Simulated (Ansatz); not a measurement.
Below is the output of a Python script on Ansatz 0.2.0, Python API that makes a convergence test of the k-point mesh of Si, space group P6_3/mmc. Write a script that gives it. Use (first run): PBE, PAW, the default cutoff (420 eV here), 2×2×1 k-points, cold smearing of 0.0388 eV. The script varies mesh: (2, 2, 1), (3, 3, 2), (4, 4, 2), (5, 5, 3), (7, 7, 4), (8, 8, 5).

`si.xyz`
```text
4
Lattice="3.83131746 0.0 0.0 -1.91565873 3.31801825 0.0 0.0 0.0 6.332622" Properties=species:S:1:pos:R:3 pbc="T T T"
Si   -0.00000002    2.21201218    0.39901535
Si    1.91565875    1.10600607    3.56532635
Si   -0.00000002    2.21201218    2.76729565
Si    1.91565875    1.10600607    5.93360665
```

```console
$ python si.py
DeckWarning: basis.ecutwfc = 420 eV, auto-derived from the records' recommended cutoffs: set by Si (normal level)
(2, 2, 1): +556.94 meV/atom
(3, 3, 2): +156.20 meV/atom
(4, 4, 2): +44.12 meV/atom
(5, 5, 3): +19.09 meV/atom
(7, 7, 4): +1.22 meV/atom
```
(Warnings from the package without file and line.)

One script that gives this output:

`si.py`:
```python
# -*- coding: utf-8 -*-
import csv

import ansatz as az

system = az.Crystal.from_extxyz("si.xyz")

base = (
    system.calculation()
    .occupations(az.OccupationsMethod.COLD)
    .pseudopotentials("paw")
    .stress()
)

rows = []
for value in [(2, 2, 1), (3, 3, 2), (4, 4, 2), (5, 5, 3), (7, 7, 4), (8, 8, 5)]:
    report = base.kpoints(*value).run().report
    rows.append((value, report["free_energy_ev"] / len(report["lattice"]["sites"]), report["n_iterations"], sum(report["stress_gpa"][i][i] for i in range(3)) / 3, report["n_kpoints"]))

with open("kconv.csv", "w", newline="") as handle:
    writer = csv.writer(handle)
    writer.writerow(["mesh", "F/atom (eV)", "iterations", "P (GPa)", "k-points"])
    writer.writerows([round(v, 5) if isinstance(v, float) else v for v in row] for row in rows)

for row in rows[:-1]:
    shift = 1000 * (row[1] - rows[-1][1])
    print(f"{row[0]}: {shift:+.2f} meV/atom" + ("  (within 1 meV)" if abs(shift) < 1 else ""))
```

Notes:
- Pressure is positive in compression.
- No functional is typed, so the default, PBE, holds.
- This isn't the structure that Si takes at ambient conditions.
- Shifts are counted from the finest mesh, which is itself no proven limit.
- The whole script took 5.8 s on 1 thread of Intel(R) Xeon(R) Processor @ 2.30GHz, with other jobs on the host, peak memory 0.49 GiB.
